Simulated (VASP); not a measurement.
Input of a VASP 6.6.1 run:

The input INCAR:

```
  PREC = Accurate
  ENCUT = 520
  EDIFF = 1E-6
  ISMEAR = 0
  SIGMA = 0.15
  LREAL = False
  LASPH = True
  NELM = 80
  ALGO = Normal
  ISIF = 2
  LWAVE = False
  LCHARG = False
  GGA = CA
  NBANDS = 17
```

The input KPOINTS:

```
Automatic mesh
0
Gamma
  14 14 14
```

Contents of POSCAR:

```
PbS
1.0
    3.6536590000      0.0000000000      0.0000000000
    0.0000000000      3.6536590000      0.0000000000
    0.0000000000      0.0000000000      3.6536590000
Pb S
1 1
Direct
    0.0000000000      0.0000000000      0.0000000000
    0.5000000000      0.5000000000      0.5000000000
```

Potentials or basis: VASP PAW LDA potentials, release 64 (Pb_d, S).

The run is started by

```sh
$ cat potpaw_LDA.64/Pb_d/POTCAR potpaw_LDA.64/S/POTCAR > POTCAR
$ mpirun -np 1 vasp_std > vasp.out
```

(1) Estimate the pressure.

(2) Predict the band gap on the k mesh.

Results:

(1) -5.2 GPa.

(2) none (metal or under the smearing width).
